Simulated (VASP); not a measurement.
# Se (R-3m) in VASP: a series of runs, part 2 of 2

VASP 6.6.1. Earlier steps stand in the parts before.

## (3) Relaxation of cell and atoms, r2SCAN, target pressure 110 GPa, at which the enthalpy is minimised

This run uses another cell than the first one, of 11.32 Å³/atom, 0.966 times its volume.

The input, INCAR:

```
SYSTEM = Se
  PREC = Accurate
  ENCUT = 600
  EDIFF = 1E-6
  ISMEAR = 1
  SIGMA = 0.1
  LREAL = .FALSE.
  LASPH = .TRUE.
  NELM = 80
  ALGO = Normal
  ISIF = 3
  LWAVE = .FALSE.
  LCHARG = .FALSE.
  METAGGA = R2SCAN
  LMIXTAU = .TRUE.
  IBRION = 2
  NSW = 90
  EDIFFG = -0.01
  PSTRESS = 1100.0
```

The input, KPOINTS:

```
Automatic mesh
0
G
  17 17 17
  0 0 0
```

The input, POSCAR:

```
Se
1.0
    1.9250000000      1.1113992682      0.8816666667
   -1.9250000000      1.1113992682      0.8816666667
    0.0000000000     -2.2227985364      0.8816666667
Se
1
Direct
    0.0000000000      0.0000000000      0.0000000000
```

Potentials or basis: VASP PAW PBE potentials, release 64 (Se).

Launch:

```bash
> cat potpaw_PBE.64/Se/POTCAR > POTCAR
> mpirun -np 1 vasp_std > vasp.out
```

OUTCAR:

```text
SYSTEM = Se
   PREC = Accurate
   ENCUT = 600
   EDIFF = 1E-6
   ISMEAR = 1
   LREAL = .FALSE.
   LASPH = .TRUE.
   NELM = 80
   ISIF = 3
   METAGGA = R2SCAN
   IBRION = 2
   NSW = 90
   EDIFFG = -0.01
   PSTRESS = 1100.0

 ion  position               nearest neighbor table
   1  0.000  0.000  0.000-

  LATTYP: Found a trigonal (rhomboedric) cell.
 ALAT       =     2.3912694211
 COS(alpha) =    -0.2960878603

  Lattice vectors:

 A1 = (   1.9250000000,   1.1113992682,   0.8816666667)
 A2 = (  -1.9250000000,   1.1113992682,   0.8816666667)
 A3 = (   0.0000000000,  -2.2227985364,   0.8816666667)

Analysis of symmetry for initial positions (statically):
=====================================================================
 Subroutine PRICEL returns:
 Original cell was already a primitive cell.

 Routine SETGRP: Setting up the symmetry group for a
 trigonal (rhombohedral) supercell.

 Subroutine GETGRP returns: Found 12 space group operations
 (whereof 12 operations were pure point group operations)
 out of a pool of 12 trial point group operations.

The static configuration has the point symmetry D_3d.

Analysis of symmetry for dynamics (positions and initial velocities):
=====================================================================
 Subroutine PRICEL returns:
 Original cell was already a primitive cell.

 Routine SETGRP: Setting up the symmetry group for a
 trigonal (rhombohedral) supercell.

 Subroutine GETGRP returns: Found 12 space group operations
 (whereof 12 operations were pure point group operations)
 out of a pool of 12 trial point group operations.

The dynamic configuration has the point symmetry D_3d.

 Subroutine INISYM returns: Found 12 space group operations
 (whereof 12 operations are pure point group operations),
 and found     1 'primitive' translations

----------------------------------------------------------------------------------------

                                     Primitive cell

  volume of cell :      11.3177

  direct lattice vectors                    reciprocal lattice vectors
     1.925000000  1.111399268  0.881666667     0.259740260  0.149961109  0.378071834
    -1.925000000  1.111399268  0.881666667    -0.259740260  0.149961109  0.378071834
     0.000000000 -2.222798536  0.881666667     0.000000000 -0.299922218  0.378071834

  length of vectors
     2.391269421  2.391269421  2.391269421     0.482588487  0.482588487  0.482588487

  position of ions in fractional coordinates (direct lattice)
     0.000000000  0.000000000  0.000000000

  ion indices of the primitive-cell ions
   primitive index   ion index
                 1           1

----------------------------------------------------------------------------------------

 KPOINTS: Automatic mesh

Automatic generation of k-mesh.
 Grid dimensions read from file:
 generate k-points for:   17   17   17

 Generating k-lattice:

  Cartesian coordinates                     Fractional coordinates (reciprocal lattice)
     0.015278839  0.008821242  0.022239520     0.058823529 -0.000000000  0.000000000
    -0.015278839  0.008821242  0.022239520    -0.000000000  0.058823529  0.000000000
     0.000000000 -0.017642483  0.022239520     0.000000000  0.000000000  0.058823529
[... 44 lines left out ...]
   ions per type =               1
   NGX,Y,Z   is equivalent  to a cutoff of  13.90, 13.90, 13.90 a.u.
   NGXF,Y,Z  is equivalent  to a cutoff of  27.81, 27.81, 27.81 a.u.
 SYSTEM =  Se
   PREC   = accura    normal or accurate (medium, high low for compatibility)
   ISTART =      0    job   : 0-new  1-cont  2-samecut
   ICHARG =      2    charge: 1-file 2-atom 10-const
   ISPIN  =      1    spin polarized calculation?
   LNONCOLLINEAR =      F non collinear calculations
   LSORBIT =      F    spin-orbit coupling
   LASPH  =      T    aspherical Exc in radial PAW
   ENCUT  =  600.0 eV  44.10 Ry    6.64 a.u.   4.78  4.78  4.78*2*pi/ulx,y,z
   NELM   =     80;   NELMIN=  2; NELMDL= -5     # of ELM steps
   EDIFF  = 0.1E-05   stopping-criterion for ELM
   LREAL  =      F    real-space projection
   EDIFFG = -.1E-01   stopping-criterion for IOM
   NSW    =     90    number of steps for IOM
   IBRION =      2    ionic relax: 0-MD 1-quasi-New 2-CG
   NFREE  =      1    steps in history (QN), initial steepest desc. (CG)
   ISIF   =      3    stress and relaxation
   ISYM   =      2    0-nonsym 1-usesym 2-fastsym
   POTIM  = 0.5000    time-step for ionic-motion
   TEBEG  =    0.0;   TEEND  =   0.0 temperature during run
   PSTRESS= 1100.0 pullay stress
   NELECT =       6.0000    total number of electrons
   NUPDOWN=      -1.0000    fix difference up-down
   EMIN   =  10.00;   EMAX   =-10.00  energy-range for DOS
   EFERMI =   0.00;   METHOD = LEGACY
   ISMEAR =     1;   SIGMA  =   0.10  broadening in eV -4-tet -1-fermi 0-gaus
   EFERMI_NEDOS =   21; number of points for ismear=-14 and -15
   IALGO  =     38    algorithm
   IMIX   =      4    mixing-type and parameters
     AMIX     =   0.40;   BMIX     =  1.00
     AMIX_MAG =   1.60;   BMIX_MAG =  1.00
  volume/ion in A,a.u.               =      11.32        76.38
  Fermi-wavevector in a.u.,A,eV,Ry     =   1.324971  2.503832 23.885687  1.755548
  Thomas-Fermi vector in A             =   2.454466
   LORBIT       =      0    0 simple, 1 ext, 2 COOP (PROOUT), +10 PAW based schemes
   METAGGA = R2SCAN    functional components
   LHFCALC =     F    Hartree Fock is set to
   AEXX    =    0.0000 exact exchange contribution
   IVDW    =     0    specifies the selected vdW correction
   LEPSILON=     F    determine dielectric tensor
   LRPA    =     F    only Hartree local field effects (RPA)
 conjugate gradient relaxation of ions
 non-spin polarized calculation
 Methfessel and Paxton  Order N= 1 SIGMA  =   0.10
  energy-cutoff  :      600.00
  volume of cell :       11.32
 maximum number of plane-waves:       393
   NGX =  9   NGY =  9   NGZ =  9

--------------------------------------- Ionic step        1  -------------------------------------------

 number of electron       6.0000000 magnetization

 Free energy of the ion-electron system (eV)
  ---------------------------------------------------
  ext. energy  EPLUGINS =         0.00000000
  ---------------------------------------------------
  free energy    TOTEN  =       -10.93061638 eV

  energy without entropy =      -10.93058246  energy(sigma->0) =      -10.93060508

------------------------ aborting loop because EDIFF is reached ----------------------------------------

  FORCE on cell =-STRESS in cart. coord.  units (eV):
  Direction    XX          YY          ZZ          XY          YZ          ZX
  --------------------------------------------------------------------------------------
  -------------------------------------------------------------------------------------
  Total       11.4829973     11.4829973     11.4919135      0.0000000      0.0000000      0.0000000
  in kB     1625.5836938   1625.5836938   1626.8459102      0.0000000      0.0000000      0.0000000
  external PRESSURE =     526.0044326 kB  Pullay stress =    1100.0000000 kB
[... 24 lines left out ...]
--------------------------------------- Ionic step        2  -------------------------------------------

 number of electron       6.0000001 magnetization

 E-fermi :   6.4522     XC(G=0): -11.5459

 val. band max:        6.4349220584   @ k =  -0.1176  -0.2941   0.0588
 cond. band min:       6.4588890311   @ k =   0.4706   0.0588   0.0588
 fundamental gap:      0.0239669727
 Fermi energy:         6.4522406581

 k-point     1 :       0.0000    0.0000    0.0000
  band No.  band energies     occupation
      1     -11.2732      2.00000
      2       8.9960      0.00000
      3      10.4495      0.00000
      4      10.4495      0.00000
      5      18.4782      0.00000
      6      18.4782      0.00000
      7      19.0368      0.00000
[... 299 lines left out ...]
  energy  without entropy=      -12.0778595370  energy(sigma->0) =      -12.07785149

  enthalpy is  TOTEN    =        -3.3316614173 eV   P V=        8.7461860422

[... ionic steps 4 to 10 ...]

--------------------------------------- Ionic step       11  -------------------------------------------

 number of electron       6.0000000 magnetization

------------------------ aborting loop because EDIFF is reached ----------------------------------------
[... 69 lines left out ...]
--------------------------------------- Ionic step       13  -------------------------------------------

 number of electron       6.0000000 magnetization

 Free energy of the ion-electron system (eV)
  ---------------------------------------------------
  ext. energy  EPLUGINS =         0.00000000
  ---------------------------------------------------
  free energy    TOTEN  =       -12.05267482 eV

  energy without entropy =      -12.05264876  energy(sigma->0) =      -12.05266613

 E-fermi :  12.7047     XC(G=0): -13.5699

 val. band max:       12.6931036962   @ k =  -0.1176  -0.2353   0.0588
 cond. band min:      12.7281717281   @ k =   0.4706   0.2353   0.1176
 fundamental gap:      0.0350680319
 Fermi energy:        12.7047005431

 k-point     1 :       0.0000    0.0000    0.0000
  band No.  band energies     occupation
      1     -10.2855      2.00000
      2      16.2988      0.00000
      3      19.2139      0.00000
      4      19.2139      0.00000
      5      23.5610      0.00000
      6      23.5610      0.00000
      7      27.7015      0.00000
[... 262 lines left out ...]
  energy  without entropy=      -12.0526487611  energy(sigma->0) =      -12.05266613

  enthalpy is  TOTEN    =        -3.3810158871 eV   P V=        8.6716589302

 reached required accuracy - stopping structural energy minimisation
```

Run time: 12 min. Hardware: 1 thread of Intel Xeon 6975P-C (Granite Rapids), shared host; peak memory 0.17 GiB.

What came out:

- Free energy: -12.0527 eV
- Relaxed volume: 12.63 Å³/atom
- Relaxed cell: a = 2.430 Å, b = 2.430 Å, c = 2.430 Å, α = 104.71°, β = 104.71°, γ = 104.71°
- Space group after relaxing (to 0.05 Å): R-3m (No. 166)
- Energy change on relaxing (the enthalpy is what falls): -1122.1 meV/atom
- Ionic steps: 13
- Pressure after relaxing: 110.0 GPa
- Band gap on the k mesh: none (metal or under the smearing width)

The path:
| step | energy change (eV) | largest force (eV/Å) | pressure (GPa) | volume (Å³) |
| --- | --- | --- | --- | --- |
| 1 | 0.0000 | 0.0000 | 162.60 | 11.32 |
| 2 | -2.6835 | 0.0000 | 8.43 | 18.56 |
| 3 | -1.1472 | 0.0000 | 101.30 | 12.74 |
| 4 | -0.9958 | 0.0000 | 109.33 | 12.51 |
| 5 | -0.9789 | 0.0000 | 110.23 | 12.48 |
| 6 | -1.0064 | 0.0000 | 109.76 | 12.51 |
| 7 | -1.0473 | 0.0000 | 110.28 | 12.55 |
| 8 | -1.0739 | 0.0000 | 114.43 | 12.58 |
| 9 | -1.0764 | 0.0000 | 111.56 | 12.57 |
| 10 | -1.0815 | 0.0000 | 112.37 | 12.57 |
| 11 | -1.0807 | 0.0000 | 112.15 | 12.57 |
| 12 | -1.3928 | 0.0000 | 96.22 | 13.05 |
| 13 | -1.1221 | 0.0000 | 110.03 | 12.63 |

Final structure:
```yaml
crystal:
  lattice:
    - [1.92444, 1.11108, 0.98451]
    - [-1.92444, 1.11108, 0.98451]
    - [0.00000, -2.22216, 0.98451]
  atoms:
    - { symbol: Se, position: [0.00000, 0.00000, 0.00000] }
```

Levels at points of the mesh, in eV from the Fermi level:
```csv
k point,band 1,band 2,band 3,band 4,band 5,band 6
"(0.00, 0.00, 0.00)",-22.99,3.59,6.51,6.51,10.86,10.86
```

Caveat: the cell is relaxed towards a set pressure, so the enthalpy falls and the energy may rise; the PAW data sets were made with another functional, which shifts forces and pressure a little. Zero-point motion and thermal expansion aren't in these numbers.
